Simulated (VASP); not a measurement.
A VASP calculation is set up with these files.

KPOINTS:
```
Automatic mesh
0
Gamma
 6 6 6
0 0 0
```

### INCAR
```
ALGO = Normal
EDIFF = 1E-7
ENCUT = 600
GGA = PS
ISIF = 2
ISMEAR = 0
LASPH = .True.
LCHARG = .False.
LMAXMIX = 4
LREAL = .False.
LWAVE = .False.
NELM = 100
PREC = Accurate
SIGMA = 0.05
SYSTEM = SrF2
```

**POSCAR**
```
SrF2
1
    0.0000000000     2.8830501593     2.8830501593
    2.9407111625     0.0000000000     2.8830501593
    2.9407111625     2.8830501593     0.0000000000
Sr F
1 2
Direct
  0.0000000000   0.0000000000   0.0000000000
  0.2500000000   0.2500000000   0.2500000000
  0.7500000000   0.7500000000   0.7500000000
```

POTCAR, in this order: Sr_sv F (PBE.64 set). Program: vasp_std.

Problem. Write an equivalent input for Quantum ESPRESSO's pw.x.

Solution. One equivalent input (not run):
```
&CONTROL
  calculation = 'scf'
  pseudo_dir = './pseudo'
  outdir = './out'
  tprnfor = .true.
  tstress = .true.
/
&SYSTEM
  ibrav = 0
  nat = 3
  ntyp = 2
  ecutwfc = 84
  occupations = 'smearing'
  smearing = 'gaussian'
  degauss = 0.003675
  input_dft = 'pbesol'
/
&ELECTRONS
  conv_thr = 7.3e-09
  electron_maxstep = 100
/
ATOMIC_SPECIES
  Sr 87.620 Sr.upf
  F 18.998 F.upf
CELL_PARAMETERS angstrom
     0.0000000    2.8830502    2.8830502
     2.9407112    0.0000000    2.8830502
     2.9407112    2.8830502    0.0000000
ATOMIC_POSITIONS crystal
  Sr   0.0000000  0.0000000  0.0000000
  F    0.2500000  0.2500000  0.2500000
  F    0.7500000  0.7500000  0.7500000
K_POINTS automatic
  6 6 6 0 0 0
```
Limits of the translation: the potentials are each code's own (VASP's PAW set, PseudoDojo norm-conserving files in pw.x), so ENCUT and ecutwfc are chosen apart and not converted; conv_thr bounds pw.x's estimated SCF error, while EDIFF bounds the energy change between steps.

The compound is SrF2 in the fluorite structure. This cell was strained or had an atom moved on purpose.
